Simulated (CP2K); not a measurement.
Crystal: Cl.

```
Cl
1.0
     3.86698    0.00000    0.00000
     1.24866    3.65983    0.00000
     0.00000    0.00000    8.21000
Cl
4
Direct
  0.37000 0.63000 0.40000
  0.13000 0.87000 0.90000
  0.63000 0.37000 0.60000
  0.87000 0.13000 0.10000
```

Base run:

```yaml
Program: CP2K 2026.2
Functional: PBEsol
Potentials_or_basis: POTENTIAL_UZH Cl GTH-PBE-q7; TZVP-MOLOPT-PBE-GTH basis
Density_cutoff: 9184 eV
k_mesh: 7 × 7 × 4
Occupations: fermi-dirac, width 0.05 eV
Spin: no spin polarisation
```

Its results: band gap on the k mesh 2.33 eV, indirect (least direct gap 2.39 eV); pressure -0.3 GPa; largest force 0.204 eV/Å.

Q: After a change of settings the same cell gave: band gap on the k mesh 2.73 eV, indirect (least direct gap 2.79 eV); pressure -0.2 GPa; largest force 0.137 eV/Å. Which change was it?
A. functional from PBEsol to PW91
B. density cutoff from 9184 eV to 6123 eV; ngrids from 5 to 4; cutoff of the grids from 675 Ry to 450 Ry; potential files from those of the base run to others of the same set
C. functional from PBEsol to r2SCAN
D. functional from PBEsol to BEEF-vdW

A: C.

r2SCAN gives the wider gap, since meta-GGAs in the generalised Kohn-Sham scheme recover part of the derivative discontinuity.

Caveats: the potentials were made for another functional, which shifts forces and pressure; an odd mesh through Γ misses points on the zone boundary, where band edges often lie; the basis of atomic orbitals isn't converged, which shifts pressures, moduli and gaps.

Not every run made on this cell is shown here.
